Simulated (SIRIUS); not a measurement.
# Ag (P6_3/mmc) in SIRIUS: convergence with k mesh

Aim: find how far k mesh must go before the results for Ag settle, at PBEsol. This setting moves, with any that are tied to it; all else stays.

All numbers are computed with SIRIUS 7.12.0; they aren't measurements. Logs are shortened: lines on timing, memory, paths and dates and some standing lists are left out, and cuts for length are marked. The log counts tension as positive stress, the text compression.

### 1 The crystal as given

It takes space group P6_3/mmc (No. 194, hexagonal). Conventional cell: a = 2.930 Å, b = 2.930 Å, c = 4.790 Å, α = 90.00°, β = 90.00°, γ = 120.00°. Ag (site symmetry -6m2) has 12 Ag at 2.93 Å as nearest neighbours.

This isn't the form of Ag at room conditions, which is fcc.

### 2 With k mesh 2 × 2 × 1

Contents of sirius.json:

```json
{
  "control": {
    "processing_unit": "cpu",
    "std_evp_solver_name": "lapack",
    "gen_evp_solver_name": "lapack",
    "verbosity": 2,
    "print_forces": true,
    "ortho_rf": true,
    "use_second_variation": true,
    "rmt_max": 3.0,
    "num_bands_to_print": 24,
    "save_wf": true
  },
  "parameters": {
    "electronic_structure_method": "full_potential_lapwlo",
    "xc_functionals": ["XC_GGA_X_PBE_SOL", "XC_GGA_C_PBE_SOL"],
    "core_relativity": "dirac",
    "valence_relativity": "iora",
    "num_fv_states": 30,
    "smearing": "fermi_dirac",
    "smearing_width": 0.0018374661,
    "pw_cutoff": 20,
    "gk_cutoff": 3.46,
    "lmax_apw": 10,
    "lmax_rho": 8,
    "lmax_pot": 8,
    "num_mag_dims": 0,
    "auto_rmt": 0,
    "ngridk": [2, 2, 1],
    "shiftk": [0, 0, 0],
    "num_dft_iter": 80,
    "energy_tol": 1e-07,
    "density_tol": 1e-05,
    "use_symmetry": true
  },
  "settings": {"tol_ne": 1e-10},
  "iterative_solver": {"type": "exact"},
  "mixer": {"type": "anderson", "beta": 0.5, "max_history": 8},
  "unit_cell": {
    "lattice_vectors": [[5.5368975452, 0.0, 0.0], [-2.7684487726, 4.7950939323, 0.0], [0.0, 0.0, 9.051788137]],
    "atom_types": ["Ag"],
    "atom_files": {"Ag": "Ag.json"},
    "atoms": {"Ag": [[0.6666666667, 0.3333333333, 0.75], [0.3333333333, 0.6666666667, 0.25]]}
  }
}
```

Contents of Ag.json:

```json
{
  "name": "silver",
  "symbol": "Ag",
  "number": 47,
  "mass": 107.8682,
  "rmin": 1e-06,
  "rmt": 2.54,
  "nrmt": 800,
  "rinf": 15.52,
  "core": "1s2s2p3s3p3d",
  "valence": [
    {"basis": [{"enu": -0.07, "dme": 0, "n": 0, "auto": 0}, {"enu": -0.07, "dme": 1, "n": 0, "auto": 0}]},
    {"l": 0, "n": 1, "basis": [{"enu": 0.03, "dme": 0, "n": 0, "auto": 0}]},
    {"l": 1, "n": 2, "basis": [{"enu": 0.03, "dme": 0, "n": 0, "auto": 0}]},
    {"l": 2, "n": 3, "basis": [{"enu": 0.0251, "dme": 0, "n": 0, "auto": 0}]},
    {"l": 3, "n": 4, "basis": [{"enu": 0.03, "dme": 0, "n": 0, "auto": 0}]}
  ],
  "lo": [
    {"l": 0, "basis": [{"enu": 0.03, "dme": 0, "n": 0, "auto": 0}, {"enu": 0.03, "dme": 1, "n": 0, "auto": 0}]},
    {
      "l": 0,
      "basis": [{"enu": -3.2797, "dme": 0, "n": 4, "auto": 1}, {"enu": -3.2797, "dme": 1, "n": 4, "auto": 1}]
    },
    {
      "l": 0,
      "basis": [{"enu": -3.2797, "dme": 1, "n": 4, "auto": 1}, {"enu": 0.03, "dme": 0, "n": 0, "auto": 0}]
    },
    {"l": 0, "basis": [{"enu": 0.03, "dme": 0, "n": 0, "auto": 0}, {"enu": 2.51, "dme": 0, "n": 0, "auto": 0}]},
    {"l": 1, "basis": [{"enu": 0.03, "dme": 0, "n": 0, "auto": 0}, {"enu": 0.03, "dme": 1, "n": 0, "auto": 0}]},
    {
      "l": 1,
      "basis": [{"enu": -1.9495, "dme": 0, "n": 4, "auto": 1}, {"enu": -1.9495, "dme": 1, "n": 4, "auto": 1}]
    },
    {
      "l": 1,
      "basis": [{"enu": -1.9495, "dme": 1, "n": 4, "auto": 1}, {"enu": 0.03, "dme": 0, "n": 0, "auto": 0}]
    },
    {"l": 1, "basis": [{"enu": 0.03, "dme": 0, "n": 0, "auto": 0}, {"enu": 2.882, "dme": 0, "n": 0, "auto": 0}]},
    {
      "l": 2,
      "basis": [{"enu": 0.0251, "dme": 0, "n": 0, "auto": 0}, {"enu": 0.0251, "dme": 1, "n": 0, "auto": 0}]
    },
    {
      "l": 2,
      "basis": [{"enu": 0.0251, "dme": 1, "n": 0, "auto": 0}, {"enu": 0.0251, "dme": 2, "n": 0, "auto": 0}]
    },
    {
      "l": 2,
      "basis": [{"enu": 0.0251, "dme": 0, "n": 0, "auto": 0}, {"enu": 2.4431, "dme": 0, "n": 0, "auto": 0}]
    },
    {"l": 3, "basis": [{"enu": 0.03, "dme": 0, "n": 0, "auto": 0}, {"enu": 0.03, "dme": 1, "n": 0, "auto": 0}]},
    {"l": 3, "basis": [{"enu": 0.03, "dme": 0, "n": 0, "auto": 0}, {"enu": 2.727, "dme": 0, "n": 0, "auto": 0}]}
  ],
  "free_atom": [... radial grid and density of the free atom, the start of the SCF ...]
}
```

Contents of sirius_start.json:

```json
{
  "control": {
    "processing_unit": "cpu",
    "std_evp_solver_name": "lapack",
    "gen_evp_solver_name": "lapack",
    "verbosity": 1,
    "print_forces": false,
    "ortho_rf": true,
    "use_second_variation": true,
    "rmt_max": 3.0,
    "num_bands_to_print": 24,
    "save_wf": false
  },
  "parameters": {
    "electronic_structure_method": "full_potential_lapwlo",
    "xc_functionals": ["XC_LDA_X", "XC_LDA_C_PW"],
    "core_relativity": "dirac",
    "valence_relativity": "iora",
    "num_fv_states": 30,
    "smearing": "fermi_dirac",
    "smearing_width": 0.0055123983,
    "pw_cutoff": 20,
    "gk_cutoff": 2.77,
    "lmax_apw": 10,
    "lmax_rho": 8,
    "lmax_pot": 8,
    "num_mag_dims": 0,
    "auto_rmt": 0,
    "ngridk": [1, 1, 1],
    "shiftk": [0, 0, 0],
    "num_dft_iter": 30,
    "energy_tol": 0.01,
    "density_tol": 0.05,
    "use_symmetry": true
  },
  "settings": {"tol_ne": 1e-10},
  "iterative_solver": {"type": "exact"},
  "mixer": {"type": "anderson", "beta": 0.5, "max_history": 8},
  "unit_cell": {
    "lattice_vectors": [[5.5368975452, 0.0, 0.0], [-2.7684487726, 4.7950939323, 0.0], [0.0, 0.0, 9.051788137]],
    "atom_types": ["Ag"],
    "atom_files": {"Ag": "Ag.json"},
    "atoms": {"Ag": [[0.6666666667, 0.3333333333, 0.75], [0.3333333333, 0.6666666667, 0.25]]}
  }
}
```

Potentials or basis: all-electron FP-LAPW, apw+lo standard.

On the command line:

```console
OMP_NUM_THREADS=1 sirius.scf --input=sirius_start.json --output=start.json
OMP_NUM_THREADS=1 sirius.scf --input=sirius.json --output=output.json --task=1
```

Wall time 24 s (1 thread of Arm Neoverse V1, shared host); peak memory 0.32 GiB.

Results:

```yaml
Free_energy: -289243.3829 eV
Band_gap_on_the_k_mesh: none (metal or under the smearing width)
All_electrons_inside_the_program's_atomic_spheres: Ag 45.77 (radii Ag 2.54 bohr)
```

### 3 With k mesh 3 × 3 × 2

Changes to sirius.json since step 2:

```diff
@@ -28,3 +28,3 @@
     "auto_rmt": 0,
-    "ngridk": [2, 2, 1],
+    "ngridk": [3, 3, 2],
     "shiftk": [0, 0, 0],
```

Ag.json is that of step 2.

sirius_start.json is that of step 2.

Potentials or basis: all-electron FP-LAPW, apw+lo standard.

On the command line:

```console
OMP_NUM_THREADS=1 sirius.scf --input=sirius_start.json --output=start.json
OMP_NUM_THREADS=1 sirius.scf --input=sirius.json --output=output.json --task=1
```

Wall time 26 s (1 thread of Arm Neoverse V1, shared host); peak memory 0.32 GiB.

Results:

```yaml
Free_energy: -289246.0911 eV
Band_gap_on_the_k_mesh: none (metal or under the smearing width)
All_electrons_inside_the_program's_atomic_spheres: Ag 45.81 (radii Ag 2.54 bohr)
```

### 4 With k mesh 4 × 4 × 2

Changes to sirius.json since step 3:

```diff
@@ -28,3 +28,3 @@
     "auto_rmt": 0,
-    "ngridk": [3, 3, 2],
+    "ngridk": [4, 4, 2],
     "shiftk": [0, 0, 0],
```

Contents of Ag.json:

```json
{
  "name": "silver",
  "symbol": "Ag",
  "number": 47,
  "mass": 107.8682,
  "rmin": 1e-06,
  "rmt": 2.54,
  "nrmt": 800,
  "rinf": 15.52,
  "core": "1s2s2p3s3p3d",
  "valence": [
    {"basis": [{"enu": 0.02, "dme": 0, "n": 0, "auto": 0}, {"enu": 0.02, "dme": 1, "n": 0, "auto": 0}]},
    {"l": 0, "n": 1, "basis": [{"enu": 0.12, "dme": 0, "n": 0, "auto": 0}]},
    {"l": 1, "n": 2, "basis": [{"enu": 0.12, "dme": 0, "n": 0, "auto": 0}]},
    {"l": 2, "n": 3, "basis": [{"enu": 0.1151, "dme": 0, "n": 0, "auto": 0}]},
    {"l": 3, "n": 4, "basis": [{"enu": 0.12, "dme": 0, "n": 0, "auto": 0}]}
  ],
  "lo": [
    {"l": 0, "basis": [{"enu": 0.12, "dme": 0, "n": 0, "auto": 0}, {"enu": 0.12, "dme": 1, "n": 0, "auto": 0}]},
    {
      "l": 0,
      "basis": [{"enu": -3.1897, "dme": 0, "n": 4, "auto": 1}, {"enu": -3.1897, "dme": 1, "n": 4, "auto": 1}]
    },
    {
      "l": 0,
      "basis": [{"enu": -3.1897, "dme": 1, "n": 4, "auto": 1}, {"enu": 0.12, "dme": 0, "n": 0, "auto": 0}]
    },
    {"l": 0, "basis": [{"enu": 0.12, "dme": 0, "n": 0, "auto": 0}, {"enu": 2.6, "dme": 0, "n": 0, "auto": 0}]},
    {"l": 1, "basis": [{"enu": 0.12, "dme": 0, "n": 0, "auto": 0}, {"enu": 0.12, "dme": 1, "n": 0, "auto": 0}]},
    {
      "l": 1,
      "basis": [{"enu": -1.8595, "dme": 0, "n": 4, "auto": 1}, {"enu": -1.8595, "dme": 1, "n": 4, "auto": 1}]
    },
    {
      "l": 1,
      "basis": [{"enu": -1.8595, "dme": 1, "n": 4, "auto": 1}, {"enu": 0.12, "dme": 0, "n": 0, "auto": 0}]
    },
    {"l": 1, "basis": [{"enu": 0.12, "dme": 0, "n": 0, "auto": 0}, {"enu": 2.972, "dme": 0, "n": 0, "auto": 0}]},
    {
      "l": 2,
      "basis": [{"enu": 0.1151, "dme": 0, "n": 0, "auto": 0}, {"enu": 0.1151, "dme": 1, "n": 0, "auto": 0}]
    },
    {
      "l": 2,
      "basis": [{"enu": 0.1151, "dme": 1, "n": 0, "auto": 0}, {"enu": 0.1151, "dme": 2, "n": 0, "auto": 0}]
    },
    {
      "l": 2,
      "basis": [{"enu": 0.1151, "dme": 0, "n": 0, "auto": 0}, {"enu": 2.5331, "dme": 0, "n": 0, "auto": 0}]
    },
    {"l": 3, "basis": [{"enu": 0.12, "dme": 0, "n": 0, "auto": 0}, {"enu": 0.12, "dme": 1, "n": 0, "auto": 0}]},
    {"l": 3, "basis": [{"enu": 0.12, "dme": 0, "n": 0, "auto": 0}, {"enu": 2.817, "dme": 0, "n": 0, "auto": 0}]}
  ],
  "free_atom": [... radial grid and density of the free atom, the start of the SCF ...]
}
```

Changes to sirius_start.json since step 3:

```diff
@@ -28,3 +28,3 @@
     "auto_rmt": 0,
-    "ngridk": [1, 1, 1],
+    "ngridk": [2, 2, 1],
     "shiftk": [0, 0, 0],
```

On the command line:

```console
OMP_NUM_THREADS=1 sirius.scf --input=sirius_start.json --output=start.json
OMP_NUM_THREADS=1 sirius.scf --input=sirius.json --output=output.json --task=1
```

Wall time 27 s (1 thread of Arm Neoverse V1, shared host); peak memory 0.33 GiB.

What came out:

| Property | Result |
| --- | --- |
| Free energy | -289245.7467 eV |
| Band gap on the k mesh | none (metal or under the smearing width) |
| All electrons inside the program's atomic spheres | Ag 45.80 (radii Ag 2.54 bohr) |

### 5 With k mesh 6 × 6 × 4

Changes to sirius.json since step 4:

```diff
@@ -28,3 +28,3 @@
     "auto_rmt": 0,
-    "ngridk": [4, 4, 2],
+    "ngridk": [6, 6, 4],
     "shiftk": [0, 0, 0],
```

Contents of Ag.json:

```json
{
  "name": "silver",
  "symbol": "Ag",
  "number": 47,
  "mass": 107.8682,
  "rmin": 1e-06,
  "rmt": 2.54,
  "nrmt": 800,
  "rinf": 15.52,
  "core": "1s2s2p3s3p3d",
  "valence": [
    {"basis": [{"enu": 0.04, "dme": 0, "n": 0, "auto": 0}, {"enu": 0.04, "dme": 1, "n": 0, "auto": 0}]},
    {"l": 0, "n": 1, "basis": [{"enu": 0.14, "dme": 0, "n": 0, "auto": 0}]},
    {"l": 1, "n": 2, "basis": [{"enu": 0.14, "dme": 0, "n": 0, "auto": 0}]},
    {"l": 2, "n": 3, "basis": [{"enu": 0.1351, "dme": 0, "n": 0, "auto": 0}]},
    {"l": 3, "n": 4, "basis": [{"enu": 0.14, "dme": 0, "n": 0, "auto": 0}]}
  ],
  "lo": [
    {"l": 0, "basis": [{"enu": 0.14, "dme": 0, "n": 0, "auto": 0}, {"enu": 0.14, "dme": 1, "n": 0, "auto": 0}]},
    {
      "l": 0,
      "basis": [{"enu": -3.1697, "dme": 0, "n": 4, "auto": 1}, {"enu": -3.1697, "dme": 1, "n": 4, "auto": 1}]
    },
    {
      "l": 0,
      "basis": [{"enu": -3.1697, "dme": 1, "n": 4, "auto": 1}, {"enu": 0.14, "dme": 0, "n": 0, "auto": 0}]
    },
    {"l": 0, "basis": [{"enu": 0.14, "dme": 0, "n": 0, "auto": 0}, {"enu": 2.62, "dme": 0, "n": 0, "auto": 0}]},
    {"l": 1, "basis": [{"enu": 0.14, "dme": 0, "n": 0, "auto": 0}, {"enu": 0.14, "dme": 1, "n": 0, "auto": 0}]},
    {
      "l": 1,
      "basis": [{"enu": -1.8395, "dme": 0, "n": 4, "auto": 1}, {"enu": -1.8395, "dme": 1, "n": 4, "auto": 1}]
    },
    {
      "l": 1,
      "basis": [{"enu": -1.8395, "dme": 1, "n": 4, "auto": 1}, {"enu": 0.14, "dme": 0, "n": 0, "auto": 0}]
    },
    {"l": 1, "basis": [{"enu": 0.14, "dme": 0, "n": 0, "auto": 0}, {"enu": 2.992, "dme": 0, "n": 0, "auto": 0}]},
    {
      "l": 2,
      "basis": [{"enu": 0.1351, "dme": 0, "n": 0, "auto": 0}, {"enu": 0.1351, "dme": 1, "n": 0, "auto": 0}]
    },
    {
      "l": 2,
      "basis": [{"enu": 0.1351, "dme": 1, "n": 0, "auto": 0}, {"enu": 0.1351, "dme": 2, "n": 0, "auto": 0}]
    },
    {
      "l": 2,
      "basis": [{"enu": 0.1351, "dme": 0, "n": 0, "auto": 0}, {"enu": 2.5531, "dme": 0, "n": 0, "auto": 0}]
    },
    {"l": 3, "basis": [{"enu": 0.14, "dme": 0, "n": 0, "auto": 0}, {"enu": 0.14, "dme": 1, "n": 0, "auto": 0}]},
    {"l": 3, "basis": [{"enu": 0.14, "dme": 0, "n": 0, "auto": 0}, {"enu": 2.837, "dme": 0, "n": 0, "auto": 0}]}
  ],
  "free_atom": [... radial grid and density of the free atom, the start of the SCF ...]
}
```

Changes to sirius_start.json since step 4:

```diff
@@ -28,3 +28,3 @@
     "auto_rmt": 0,
-    "ngridk": [2, 2, 1],
+    "ngridk": [2, 2, 2],
     "shiftk": [0, 0, 0],
```

On the command line:

```console
OMP_NUM_THREADS=1 sirius.scf --input=sirius_start.json --output=start.json
OMP_NUM_THREADS=1 sirius.scf --input=sirius.json --output=output.json --task=1
```

Run time: 34 s. Hardware: 1 thread of Arm Neoverse V1, shared host; peak memory 0.36 GiB.

What came out:

| Item | Value |
| --- | --- |
| Free energy | -289245.8325 eV |
| Band gap on the k mesh | none (metal or under the smearing width) |
| All electrons inside the program's atomic spheres | Ag 45.81 (radii Ag 2.54 bohr) |

### 6 With k mesh 8 × 8 × 5

Changes to sirius.json since step 5:

```diff
@@ -28,3 +28,3 @@
     "auto_rmt": 0,
-    "ngridk": [6, 6, 4],
+    "ngridk": [8, 8, 5],
     "shiftk": [0, 0, 0],
```

Contents of Ag.json:

```json
{
  "name": "silver",
  "symbol": "Ag",
  "number": 47,
  "mass": 107.8682,
  "rmin": 1e-06,
  "rmt": 2.54,
  "nrmt": 800,
  "rinf": 15.52,
  "core": "1s2s2p3s3p3d",
  "valence": [
    {"basis": [{"enu": -0.03, "dme": 0, "n": 0, "auto": 0}, {"enu": -0.03, "dme": 1, "n": 0, "auto": 0}]},
    {"l": 0, "n": 1, "basis": [{"enu": 0.07, "dme": 0, "n": 0, "auto": 0}]},
    {"l": 1, "n": 2, "basis": [{"enu": 0.07, "dme": 0, "n": 0, "auto": 0}]},
    {"l": 2, "n": 3, "basis": [{"enu": 0.0651, "dme": 0, "n": 0, "auto": 0}]},
    {"l": 3, "n": 4, "basis": [{"enu": 0.07, "dme": 0, "n": 0, "auto": 0}]}
  ],
  "lo": [
    {"l": 0, "basis": [{"enu": 0.07, "dme": 0, "n": 0, "auto": 0}, {"enu": 0.07, "dme": 1, "n": 0, "auto": 0}]},
    {
      "l": 0,
      "basis": [{"enu": -3.2397, "dme": 0, "n": 4, "auto": 1}, {"enu": -3.2397, "dme": 1, "n": 4, "auto": 1}]
    },
    {
      "l": 0,
      "basis": [{"enu": -3.2397, "dme": 1, "n": 4, "auto": 1}, {"enu": 0.07, "dme": 0, "n": 0, "auto": 0}]
    },
    {"l": 0, "basis": [{"enu": 0.07, "dme": 0, "n": 0, "auto": 0}, {"enu": 2.55, "dme": 0, "n": 0, "auto": 0}]},
    {"l": 1, "basis": [{"enu": 0.07, "dme": 0, "n": 0, "auto": 0}, {"enu": 0.07, "dme": 1, "n": 0, "auto": 0}]},
    {
      "l": 1,
      "basis": [{"enu": -1.9095, "dme": 0, "n": 4, "auto": 1}, {"enu": -1.9095, "dme": 1, "n": 4, "auto": 1}]
    },
    {
      "l": 1,
      "basis": [{"enu": -1.9095, "dme": 1, "n": 4, "auto": 1}, {"enu": 0.07, "dme": 0, "n": 0, "auto": 0}]
    },
    {"l": 1, "basis": [{"enu": 0.07, "dme": 0, "n": 0, "auto": 0}, {"enu": 2.922, "dme": 0, "n": 0, "auto": 0}]},
    {
      "l": 2,
      "basis": [{"enu": 0.0651, "dme": 0, "n": 0, "auto": 0}, {"enu": 0.0651, "dme": 1, "n": 0, "auto": 0}]
    },
    {
      "l": 2,
      "basis": [{"enu": 0.0651, "dme": 1, "n": 0, "auto": 0}, {"enu": 0.0651, "dme": 2, "n": 0, "auto": 0}]
    },
    {
      "l": 2,
      "basis": [{"enu": 0.0651, "dme": 0, "n": 0, "auto": 0}, {"enu": 2.4831, "dme": 0, "n": 0, "auto": 0}]
    },
    {"l": 3, "basis": [{"enu": 0.07, "dme": 0, "n": 0, "auto": 0}, {"enu": 0.07, "dme": 1, "n": 0, "auto": 0}]},
    {"l": 3, "basis": [{"enu": 0.07, "dme": 0, "n": 0, "auto": 0}, {"enu": 2.767, "dme": 0, "n": 0, "auto": 0}]}
  ],
  "free_atom": [... radial grid and density of the free atom, the start of the SCF ...]
}
```

Changes to sirius_start.json since step 5:

```diff
@@ -28,3 +28,3 @@
     "auto_rmt": 0,
-    "ngridk": [2, 2, 2],
+    "ngridk": [3, 3, 2],
     "shiftk": [0, 0, 0],
```

Potentials or basis: all-electron FP-LAPW, apw+lo standard.

On the command line:

```console
OMP_NUM_THREADS=1 sirius.scf --input=sirius_start.json --output=start.json
OMP_NUM_THREADS=1 sirius.scf --input=sirius.json --output=output.json --task=1
```

It took 38 s on 1 thread of Arm Neoverse V1, shared host; peak memory 0.38 GiB.

Results:

| Property | Result |
| --- | --- |
| Free energy | -289245.8374 eV |
| Band gap on the k mesh | none (metal or under the smearing width) |
| All electrons inside the program's atomic spheres | Ag 45.81 (radii Ag 2.54 bohr) |

[end of part 1 of 2]
